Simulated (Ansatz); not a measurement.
**Computed properties of Sb**

```yaml
crystal:
  lattice:
    - [3.36900, 0.00000, 0.00000]
    - [-1.68450, 2.91764, 0.00000]
    - [0.00000, 0.00000, 5.33000]
  atoms:
    - { symbol: Sb, position: [0.33333, 0.66667, 0.25000] }
    - { symbol: Sb, position: [0.66667, 0.33333, 0.75000] }
```

Atoms are numbered in the order listed.

Conventional cell: a = 3.369 Å, b = 3.369 Å, c = 5.330 Å, α = 90.00°, β = 90.00°, γ = 120.00°. Sb (atom 1) is surrounded by 12 Sb at 3.30 to 3.37 Å.

The cell is COD entry 1539203, as deposited and not checked against the literature; nothing was relaxed.

Spin–orbit coupling is left out, though it moves levels of the heavy atoms by tenths of an eV or more.

The calculation used DFT, PBE, all-electron LAPW, scalar-relativistic in Ansatz 0.2.0.

Sampling and basis: a Γ-centred 12×12×7 k mesh, Fermi–Dirac smearing of 0.05 eV, basis error target 0.5 meV/atom, no spin polarisation.

```yaml
Band_gap: "none: bands cross the Fermi level, a metal"
Volume_per_atom: 26.20 Å³
```

(1) Give the computed value. Density of states at the Fermi level (0.2 eV bin).

(2) Predict this quantity. Pressure at this cell.

(3) Give the computed value. Stress xx, yy, zz (compression positive).

## Answers

(1) 1.32 states/eV per cell.

(2) 3.03 GPa.

(3) 3.41, 3.41, 2.28 GPa.
